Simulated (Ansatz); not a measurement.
**Nb: equation of state with PBE**

**The experiment to reproduce.**

“Pressure effects on the electronic structure and superconductivity of (TaNb)0.67(HfZrTi)0.33 high entropy alloy”, 2019, arxiv:1910.08312 quotes, for a bulk crystal of Nb: bulk modulus 169 GPa.

The system is Nb.

```
CELL_PARAMETERS angstrom
-1.66395 1.66395 1.66395
1.66395 -1.66395 1.66395
1.66395 1.66395 -1.66395
ATOMIC_POSITIONS crystal
Nb 0.00000 0.00000 0.00000
```

```yaml
Program: Ansatz 0.2.0
Task: equation of state
Functional: PBE
Potentials_or_basis: all-electron LAPW, scalar-relativistic
Basis_error_allowed: 0.0005 eV/atom
k_mesh: 11 × 11 × 11
Occupations: fermi-dirac, width 0.05 eV
Spin: no spin polarisation
```

```
Equilibrium volume                      : 18.21 Å³/atom
Bulk modulus                            : 171 GPa
Pressure derivative of the bulk modulus : 3.3
```

Energy against volume, from the lowest point:
| volume (Å³/atom) | energy (meV/atom) |
| --- | --- |
| 17.322 | 24.15 |
| 17.691 | 7.59 |
| 18.060 | 0.00 |
| 18.428 | 0.70 |
| 18.797 | 9.00 |
| 19.165 | 24.24 |
| 19.534 | 45.81 |

All runs of the series together: 25 s on 1 thread of AMD EPYC 7R13 Processor (Zen 3), with other jobs on the host.

Against the measured bulk modulus of Nb, 169 GPa (quoted in “Pressure effects on the electronic structure and superconductivity of (TaNb)0.67(HfZrTi)0.33 high entropy alloy”, 2019, arxiv:1910.08312), the calculated 171 GPa is off by +1.4 %. The fit is for a static lattice scaled at fixed shape and fixed fractional positions.
